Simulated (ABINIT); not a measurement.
Rh:

```
CELL_PARAMETERS angstrom
0.00000 1.89785 1.89785
1.89785 0.00000 1.89785
1.89785 1.89785 0.00000
ATOMIC_POSITIONS crystal
Rh 0.00000 0.00000 0.00000
```

Base run:

- Program: ABINIT 10.8.3 (patched build)
- Functional: PBE
- Potentials or basis: JTH PAW PBE v2.0
- Cutoff: 435 eV
- k mesh: 12 × 12 × 12
- Occupations: fermi-dirac, width 0.05 eV
- Spin: no spin polarisation

Its results: band gap on the k mesh none (metal or under the smearing width); pressure 6.8 GPa.

Question: After a change of settings the same cell gave: band gap on the k mesh none (metal or under the smearing width); pressure 9.8 GPa. Which change was it?
A. functional from PBE to SCAN; cutoff from 435 eV to 653 eV; fine-grid cutoff from 870.764 eV to 1251.72 eV
B. k mesh from 12 × 12 × 12 to 5 × 5 × 5
C. cutoff from 435 eV to 544 eV; k mesh from 12 × 12 × 12 to 10 × 10 × 10; fine-grid cutoff from 870.764 eV to 1088.46 eV
D. functional from PBE to LDA; potentials or basis from JTH PAW PBE v2.0 to PseudoDojo NC SR LDA v0.4 stringent; cutoff from 435 eV to 1197 eV

Answer: B.

Caveats: some runs use coarse meshes.
